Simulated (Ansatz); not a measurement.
# Al3Cu: the cost of one run

Program: Ansatz 0.2.0. Level of theory: DFT r2SCAN, scalar-relativistic, plane waves, PAW. These are calculated values, not measurements.

**1. The starting structure**

Symmetry: P4/mmm, No. 123, tetragonal system. Conventional cell: a = 2.774 Å, b = 2.774 Å, c = 7.592 Å, α = 90.00°, β = 90.00°, γ = 90.00°. Around Al (site symmetry 4/mmm) lie 12 Al at 2.77 to 2.88 Å. Al (site symmetry 4mm) is surrounded by 4 Cu at 2.59 Å and 8 Al at 2.77 to 2.88 Å. Cu (site symmetry 4/mmm) has 8 Al at 2.59 Å and 4 Cu at 2.77 Å in its first shell of neighbours.

As a file:

```cif
data_structure
_symmetry_space_group_name_H-M 'P 1'
_symmetry_Int_Tables_number 1
_cell_length_a 2.7738
_cell_length_b 2.7738
_cell_length_c 7.5919
_cell_angle_alpha 90.000
_cell_angle_beta 90.000
_cell_angle_gamma 90.000
_cell_volume 58.41
loop_
_atom_site_label
_atom_site_type_symbol
_atom_site_fract_x
_atom_site_fract_y
_atom_site_fract_z
_atom_site_occupancy
Al1 Al 0.00000 0.00000 0.50000 1
Al2 Al 0.50000 0.50000 0.22264 1
Al3 Al 0.50000 0.50000 0.77736 1
Cu1 Cu 0.00000 0.00000 0.00000 1
```

It goes back to an entry of the Materials Project, which need not be the stable form.

This cell was relaxed beforehand with the same method: volume 14.60 Å³/atom, gap on the mesh none (metal).

**2. The reference: the undisturbed cell on the scan's mesh**

input.yaml

```yaml
crystal:
  lattice:
    - [2.7737808629, 0.0, 0.0]
    - [0.0, 2.7737808629, 0.0]
    - [0.0, 0.0, 7.591863114]
  atoms:
    - { symbol: Al, position: [0.0, 0.0, 0.5] }
    - { symbol: Al, position: [0.5, 0.5, 0.2226430005] }
    - { symbol: Al, position: [0.5, 0.5, 0.7773569995] }
    - { symbol: Cu, position: [0.0, 0.0, 0.0] }
basis:
  ecutwfc: 500
kpoints:
  mp_grid: { grid: [12, 12, 6] }
hamiltonian:
  xc: r2scan
scf:
  occupations: { method: gaussian, width: 0.15 }
output:
  forces: true
  stress: true
  eigenvalues: true
```

The run is started by

```console
ansatz run input.yaml --threads 2 --pin off --max-ram 5120MiB --backend cpu --events-out ev --progress --plain --runs-dir out
```

What time and memory should one allow on 2 threads of Intel Xeon at 2.50GHz (Skylake/Cascade Lake), shared host?

About 25 s, with a peak of 0.59 GiB.
